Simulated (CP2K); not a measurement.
The system is MgS (Niningerite).

```
CELL_PARAMETERS angstrom
3.67929 0.00000 0.00000
1.83964 3.18636 0.00000
1.83964 1.06212 3.00413
ATOMIC_POSITIONS crystal
S 0.50000 0.50000 0.50000
Mg 0.00000 0.00000 0.00000
```

Base run:

| Property | Result |
| --- | --- |
| Program | CP2K 2026.2 |
| Functional | RPBE |
| Potentials or basis | POTENTIAL_UZH S GTH-PBE-q6, Mg GTH-PBE-q10; TZVP-MOLOPT-PBE-GTH basis |
| Density cutoff | 19048 eV |
| k mesh | 9 × 9 × 9 |
| Occupations | fermi-dirac, width 0.05 eV |
| Spin | no spin polarisation |

Its results: band gap on the k mesh 3.03 eV, indirect (least direct gap 3.81 eV); pressure 4.6 GPa.

**Question.** After a change of settings the same cell gave: band gap on the k mesh 3.49 eV, indirect (least direct gap 4.43 eV); pressure 0.8 GPa. Which change was it?
A. functional from RPBE to SCAN
B. functional from RPBE to vdW-DF-cx
C. functional from RPBE to LDA
D. functional from RPBE to PW91

**Answer.** A.

SCAN gives the wider gap, since meta-GGAs in the generalised Kohn-Sham scheme recover part of the derivative discontinuity.

Caveats: the potentials were made for another functional, which shifts forces and pressure; the mesh misses the band edges, which the band path finds closer together; the basis of atomic orbitals isn't converged, which shifts pressures, moduli and gaps.

Runs at the PBE level aren't shown here.
